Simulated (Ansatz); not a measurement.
Zinc-blende ZnTe was calculated with PBE-D3(BJ) (PAW; Ansatz, a quantum-chemistry and plane-wave program).

Numerical settings: plane-wave cutoff 500 eV, 10×10×10 k mesh, gaussian smearing 0.02 eV, scalar-relativistic PAW data made under PBE.

Computed at the level's own relaxed cell.

Q: Give the computed volume per atom, lattice constant a and band gap.

A: 
- volume per atom: 28.16 Å³/atom
- lattice constant a: 6.084 Å
- band gap: 1.29 eV (on the SCF k mesh)

Measured, for comparison: band gap 2.43 eV (zero-point renormalisation of 40 meV (experimental, the table's column) added back here, direct; inputs from Miglio et al. (2020), arXiv:2011.12765); equilibrium volume per atom 28.42 Å³/atom (room temperature, not corrected to a static lattice; as tabulated in Albrecht et al. (1997), arXiv:cond-mat/9706128); lattice constant a 6.104 Å (room temperature, not corrected to a static lattice, our sources range from 6.089 to 6.104; as tabulated in Albrecht et al. (1997), arXiv:cond-mat/9706128). Computed (rounded) less measured: equilibrium volume per atom -0.9 %, lattice constant a -0.3 % (-0.1 % to -0.3 % over the range). A static lattice is as a rule a little smaller and stiffer than an uncorrected measurement, which narrows the difference in the equilibrium volume per atom, lattice constant a and would widen misses of the other sign.

Spin–orbit coupling is not included; with these elements it can move the gap by several tenths of an eV or more.

Cost on a shared machine: about 23 core-seconds (a rough figure).
